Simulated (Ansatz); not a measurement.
A plane-wave DFT run in Ansatz 0.2.0 (scalar-relativistic PAW potentials unless the input names others): input and command.

```yaml
crystal:
  lattice:
    - [0.0, 2.7500142816, 2.7500142816]
    - [2.7500142816, 0.0, 2.7500142816]
    - [2.7500142816, 2.7500142816, 0.0]
  atoms:
    - { symbol: Ge, position: [0.5, 0.5, 0.5], spin: 2.0 }
    - { symbol: Ge, position: [0.75, 0.75, 0.75], spin: 4.0 }
basis:
  ecutwfc: 420
kpoints:
  mp_grid: { grid: [12, 12, 12] }
hamiltonian:
  xc: pbe
  dispersion: d3bj
scf:
  occupations: { method: gaussian, width: 0.1 }
  mixing: { preconditioner: none }
output:
  forces: true
  eigenvalues: true
  stress: true
relax:
  adjacent_minimum: "off"
  f_tol: 0.008
  max_steps: 50
  cell: { stress_tol: 0.08, p_target: 12.0 }
magnetization:
  spin_polarized: true
```

```bash
ansatz run input.yaml --threads 1 --pin off --max-ram 2560MiB --backend cpu --events-out ev --progress --plain --runs-dir out
```

Abridged log:
```
Pseudopotentials: kind: paw
Pseudopotential: Ge, paw, valence charge 14, recommended cutoff 420 eV (normal)
Functional definition: PBE
Crystal: 2 atoms, lattice volume = 41.594 Å³
Basis set: ecut = 420 eV, 869 PW (Γ), exchange–correlation on 54×54×54 points (8 copies of the dense FFT grid, shifted against one another)
Bands: 21, of which v1, the nominal top of the filled ones, is band 14 counted from 1 (13 counted from 0)
Symmetry: 24 space group operations
Space group: F-43m (ITA 216), of the structure as read, at distance tolerance 3.5e-5 Å
Magnetic group: BNS 216.74 (UNI 1576), of the structure as read, at distance tolerance 3.5e-5 Å
k-points: 72 of 1728 (time reversal used)
Initial density: superposition of atomic densities (chi_scale 0.1, normalization cell)
Starting moments: Σ|m| = 6 μB on 2 of 2 sites
Initial wavefunctions: pseudopotential atomic-orbital guess
Functional: x = pbe(κ = 0.804, μ = 0.21951497), c = pbe(β = 0.06672455)
SCF iter   1: F=—  HF=-8586.761316 eV  |F-HF|=—  |Δ(HF+E_count)|=         —  Δρ=3.24e-1 (↑3.19e-1 ↓3.24e-1) dr2=4.98e-1  dr2_m=3.93e1  M=0.038 μB ∫|m|=0.182 μB  β_m=0.30  ethr=1.78e-3  ⟨swp⟩=1.0  Hψ=18796  notcnv=0
SCF iter   2: F=—  HF=-8588.592847 eV  |F-HF|=—  |Δ(HF+E_count)|=    1.83e0  Δρ=2.28e-1 (↑2.24e-1 ↓2.28e-1) dr2=2.22e-1  dr2_m=1.95e1  M=0.022 μB ∫|m|=0.134 μB  β_m=0.30  ethr=1.78e-3  ⟨swp⟩=2.0  Hψ=3949  notcnv=0
SCF iter   3: F=—  HF=-8589.507750 eV  |F-HF|=—  |Δ(HF+E_count)|=   9.15e-1  Δρ=1.60e-1 (↑1.58e-1 ↓1.60e-1) dr2=2.02e-3  dr2_m=9.64e0  M=0.009 μB ∫|m|=0.101 μB  β_m=0.30  ethr=7.94e-4  ⟨swp⟩=2.5  Hψ=4950  notcnv=0
SCF iter   4: F=—  HF=-8589.966751 eV  |F-HF|=—  |Δ(HF+E_count)|=   4.59e-1  Δρ=1.12e-1 (↑1.11e-1 ↓1.12e-1) dr2=6.68e-4  dr2_m=4.78e0  M=0.002 μB ∫|m|=0.078 μB  β_m=0.30  ethr=7.20e-6  ⟨swp⟩=2.0  Hψ=5048  notcnv=0
SCF iter   5: F=—  HF=-8590.195493 eV  |F-HF|=—  |Δ(HF+E_count)|=   2.29e-1  Δρ=7.88e-2 (↑7.88e-2 ↓7.88e-2) dr2=7.85e-6  dr2_m=2.37e0  M=0.001 μB ∫|m|=0.060 μB  β_m=0.30  ethr=2.38e-6  ⟨swp⟩=2.0  Hψ=5039  notcnv=0
SCF iter   6: F=—  HF=-8590.309028 eV  |F-HF|=—  |Δ(HF+E_count)|=   1.14e-1  Δρ=5.55e-2 (↑5.54e-2 ↓5.55e-2) dr2=4.91e-6  dr2_m=1.17e0  M=0.000 μB ∫|m|=0.046 μB  β_m=0.30  ethr=2.80e-8  ⟨swp⟩=3.9  Hψ=6965  notcnv=0
Mixer restart at iter 6: flushing history
spin-set hold released at iteration 6 (site moments contracting): the magnetisation degrees of freedom join the quasi-Newton model from the next iteration; the mixer history was flushed
SCF iter   7: F=—  HF=-8590.365553 eV  |F-HF|=—  |Δ(HF+E_count)|=   5.65e-2  Δρ=3.91e-2 (↑3.90e-2 ↓3.91e-2) dr2=3.04e-6  dr2_m=5.81e-1  M=0.000 μB ∫|m|=0.035 μB  β_m=0.65  ethr=1.75e-8  ⟨swp⟩=3.5  Hψ=6383  notcnv=0  defer=1
SCF iter   8: F=—  HF=-8590.421831 eV  |F-HF|=—  |Δ(HF+E_count)|=   5.63e-2  Δρ=2.46e-4 (↑2.46e-4 ↓2.38e-4) dr2=6.91e-7  dr2_m=2.22e-5  M= 0.000 μB ∫|m|=0.006 μB  β_m=0.82  ethr=1.09e-8  ⟨swp⟩=3.3  Hψ=7180  notcnv=0  defer=1
   ...
SCF iter   5: F=-8590.346742 eV  HF=-8590.346742 eV  |F-HF|=1.22e-7  |Δ(HF+E_count)|=   1.73e-7  Δρ=1.69e-5 (↑1.69e-5 ↓1.53e-5) dr2=2.34e-8  dr2_m=8.79e-8  M= 0.000 μB ∫|m|=0.000 μB  β_m=0.81  ethr=7.14e-10  ⟨swp⟩=5.0  Hψ=11444  notcnv=0
SCF iter   6: F=-8590.346742 eV  HF=-8590.346742 eV  |F-HF|=1.01e-8  |Δ(HF+E_count)|=   1.62e-7  Δρ=5.16e-6 (↑5.16e-6 ↓4.89e-6) dr2=4.27e-9  dr2_m=8.24e-9  M= 0.000 μB ∫|m|=0.000 μB  β_m=0.86  ethr=8.37e-11  ⟨swp⟩=2.0  Hψ=9452  notcnv=0
SCF iter   7: F=-8590.346742 eV  HF=-8590.346742 eV  |F-HF|=8.28e-10  |Δ(HF+E_count)|=   1.65e-8  Δρ=1.18e-6 (↑1.18e-6 ↓9.02e-7) dr2=7.55e-10  dr2_m=2.80e-10  M=0.000 μB ∫|m|=0.000 μB  β_m=0.73  ethr=1.53e-11  ⟨swp⟩=1.1  Hψ=8654  notcnv=0
SCF iter   8: F=-8590.346742 eV  HF=-8590.346742 eV  |F-HF|=2.00e-11  |Δ(HF+E_count)|=  1.18e-10  Δρ=3.16e-7 (↑2.69e-7 ↓3.16e-7) dr2=2.42e-11  dr2_m=2.79e-11  M=0.000 μB ∫|m|=0.000 μB  ethr=2.70e-12  ⟨swp⟩=1.0  Hψ=8640  notcnv=0
the starting moments were not kept: the SCF closed with an absolute magnetisation of 7.6e-6 μB, where they sum to 6 μB in size (2 sites). That is at most 0.1 of that sum. Measured as dr2_m measures the in/out step, that magnetisation stands 5.7e-12 eV from none, at or under the dr2_threshold of 2.0e-7 eV: it is no larger than a step whose dr2_m would equal this threshold.
SCF 2 converged in 8 iterations: F = -8590.346742 eV  dr2 = 2.42e-11
relax step   2: F+E_penalty+E_count = -8590.34674235 eV  Δ(F+E_penalty+E_count) = +7.515e-2 eV  max|allowed force component| = 4.626e-17 eV/Å  Δτ_max = 0.0000 Å  P = +12.042 GPa  Ω = 40.436 Å³  energy of the carried Pulay correction = +2.282e-4 eV  (8 SCF iters, dr2 threshold 2.00e-7 eV, accepted)
Initial wavefunctions: pseudopotential atomic-orbital guess (no wavefunctions were taken with the density)
SCF iter   1: F=—  HF=-8590.346522 eV  |F-HF|=—  |Δ(HF+E_count)|=         —  Δρ=8.98e-6 (↑8.98e-6 ↓8.96e-6) dr2=2.48e-8  dr2_m=2.80e-11  M=0.000 μB ∫|m|=0.000 μB  β_m=0.30  ethr=3.86e-7  ⟨swp⟩=2.1  Hψ=20875  notcnv=0
SCF iter   2: F=—  HF=-8590.346522 eV  |F-HF|=—  |Δ(HF+E_count)|=   1.38e-7  Δρ=7.23e-6 (↑7.23e-6 ↓7.20e-6) dr2=2.31e-8  dr2_m=1.75e-11  M=0.000 μB ∫|m|=0.000 μB  β_m=0.50  ethr=8.85e-11  ⟨swp⟩=2.0  Hψ=5038  notcnv=0
SCF iter   3: F=—  HF=-8590.346522 eV  |F-HF|=—  |Δ(HF+E_count)|=   5.06e-8  Δρ=2.09e-6 (↑2.09e-6 ↓2.07e-6) dr2=1.90e-9  dr2_m=3.37e-12  M=0.000 μB ∫|m|=0.000 μB  β_m=0.58  ethr=8.23e-11  ⟨swp⟩=2.0  Hψ=5040  notcnv=0
SCF iter   4: F=-8590.346522 eV  HF=-8590.346522 eV  |F-HF|=2.55e-11  |Δ(HF+E_count)|=   4.29e-9  Δρ=2.39e-7 (↑2.39e-7 ↓2.33e-7) dr2=4.36e-11  dr2_m=5.19e-13  M=0.000 μB ∫|m|=0.000 μB  ethr=1.00e-12  ⟨swp⟩=2.5  Hψ=9332  notcnv=0
the starting moments were not kept: the SCF closed with an absolute magnetisation of 1.0e-6 μB, where they sum to 6 μB in size (2 sites). That is at most 0.1 of that sum. Measured as dr2_m measures the in/out step, that magnetisation stands 1.0e-13 eV from none, at or under the dr2_threshold of 5.1e-11 eV: it is no larger than a step whose dr2_m would equal this threshold.
SCF 3 converged in 4 iterations: F = -8590.346522 eV  dr2 = 4.36e-11
SCF converged after 4 iterations
Magnetization: 0.0000 μB (14.0000 up, 14.0000 down)
Absolute magnetization: 0.0000 μB (∫|ρ↑−ρ↓|, with the PAW one-centre terms)
Spin contamination: 0.0000 ħ² per cell (⟨S²⟩ above its minimum at these occupations)
Per-site moments (μB) at R_I (Å): [(-2.49313572e-7, 0.97320062), (2.32280334e-7, 0.97320062)]
Free energy (F): -8590.346522 eV
Harris-Foulkes:  -8590.346522 eV  (|F-HF|=2.55e-11)
Internal energy: -8590.346516 eV  (E = F + TS)
E sigma→0 (E₀):  -8590.346519 eV
Entropy (-TS):   -0.000007 eV (-0.003 meV/atom)
Fermi energy:    10.358918 eV
  E_disp       = -0.667989  (pairwise vdW)
--- Forces (eV/Å), atoms counted from 1 ---
  atom   1  Ge     0.00000000     0.00000000     0.00000000
  atom   2  Ge     0.00000000     0.00000000     0.00000000
--- Stress (GPa, compression-positive) ---
       12.042486       0.000000       0.000000
        0.000000      12.042486       0.000000
        0.000000       0.000000      12.042486
  P = ⅓ Tr σ = 12.0425 GPa (120.425 kbar)
--- Relaxed structure (2 steps of the walk, 2 accepted, 1 SCFs on fresh bases) ---
  F+E_penalty+E_count = -8590.34652225 eV   max|allowed force component| = 4.626e-17 eV/Å   (the final SCF, on the basis selected at the relaxed cell)
  cell:  # Å, volume = 40.4365 Å³
    - [0.0, 2.72425523, 2.72425523]
    - [2.72425523, 0.0, 2.72425523]
    - [2.72425523, 2.72425523, 0.0]
  atoms:
    - { symbol: Ge, position: [0.5, 0.5, 0.5] }
    - { symbol: Ge, position: [0.75, 0.75, 0.75] }
```

Apart from outputs and empty bands, the input differs from a reference run on usual settings in magnetization: not typed → {"spin_polarized": true} (random starting moments); hamiltonian.dispersion: not typed → "d3bj"; scf.mixing.preconditioner: not typed → "none". The reference, at the same start, ended its own course with pressure 12.00 GPa, largest force 0.000 eV/Å, gap on the mesh 0.43 eV. This run converged in 26 SCF iterations over all its steps (reference: 15) with an energy at zero smearing 294 meV/atom below the reference's (the Hamiltonian itself differs), pressure 12.04 GPa, largest force 0.000 eV/Å, gap on the mesh 0.39 eV.

The run took 41 s on 1 thread of Intel(R) Xeon(R) Platinum 8259CL CPU @ 2.50GHz (Skylake/Cascade Lake), on a shared host, peak memory 0.48 GiB.